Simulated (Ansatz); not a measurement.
# Ir: the crystal squeezed far

The task here is to estimate one member of a computed series from the others.

Method: DFT, PBE, PAW with Ansatz's default frozen-core files, scalar-relativistic, in Ansatz 0.2.0.

1 further run of the same task is left out (it didn't finish). Runs told in other sessions of the task aren't counted.

### The starting structure

Symmetry: Im-3m, No. 229, cubic system. The conventional cell has a = 3.073 Å, b = 3.073 Å, c = 3.073 Å, α = 90.00°, β = 90.00°, γ = 90.00°. Ir (site symmetry m-3m) has 8 Ir at 2.66 Å in its first shell of neighbours.

Structure file:

```
Ir
1.0
    -1.53641    1.53641    1.53641
     1.53641   -1.53641    1.53641
     1.53641    1.53641   -1.53641
Ir
1
Direct
  0.00000 0.00000 0.00000
```

Whether this phase is the stable one at these pressures isn't tested.

The first run:

Contents of input.yaml:

```yaml
crystal:
  lattice:
    - [-1.536405571, 1.536405571, 1.536405571]
    - [1.536405571, -1.536405571, 1.536405571]
    - [1.536405571, 1.536405571, -1.536405571]
  atoms:
    - { symbol: Ir, position: [0.0, 0.0, 0.0] }
kpoints:
  mp_grid: { grid: [17, 17, 17] }
scf:
  occupations: { method: fermi_dirac, width: 0.05 }
hamiltonian:
  xc: pbe
  pseudopotentials: { kind: paw }
output:
  forces: true
  stress: true
relax:
  f_tol: 0.005
  max_steps: 40
  cell: {}
```

The run is started by

```console
ansatz run input.yaml --threads 1 --pin off --max-ram 2048MiB --backend cpu --events-out ev --progress --plain --runs-dir out
```

Among the steps run: Cell relaxed at zero pressure, PAW; Volume scaled by 1, PAW; Volume scaled by 0.88, PAW; Volume scaled by 0.78, PAW; Volume scaled by 0.68, PAW; Volume scaled by 0.58, PAW; Volume scaled by 0.5, PAW; Volume scaled by 0.43, PAW; Volume scaled by 0.43, PAW (cutoff 600 eV).

One table of the session follows, with a row left open; its other results are not shown here.

```
             method  volume over the first  volume (Å³/atom)  pressure (GPa)
                PAW                      1            15.046           -0.02
                PAW                   0.88            13.240           54.11
                PAW                   0.78            11.736          141.06
                PAW                   0.68                 ?               ?
                PAW                   0.58             8.727          618.50
                PAW                    0.5             7.523         1099.57
                PAW                   0.43             6.470         1866.45
PAW (cutoff 600 eV)                   0.43             6.470         1866.11
```

Q: Estimate the row for PAW, 0.68 from the others.

As computed: volume (Å³/atom): 10.231; pressure (GPa): 303.27. In the column «volume (Å³/atom)» it lies between PAW, 0.58 (8.727) and PAW, 0.78 (11.736).

To keep in mind: At pressures up to 1866 GPa the PAW spheres may overlap and frozen cores may not hold, so those PAW values are rough without an all-electron check.
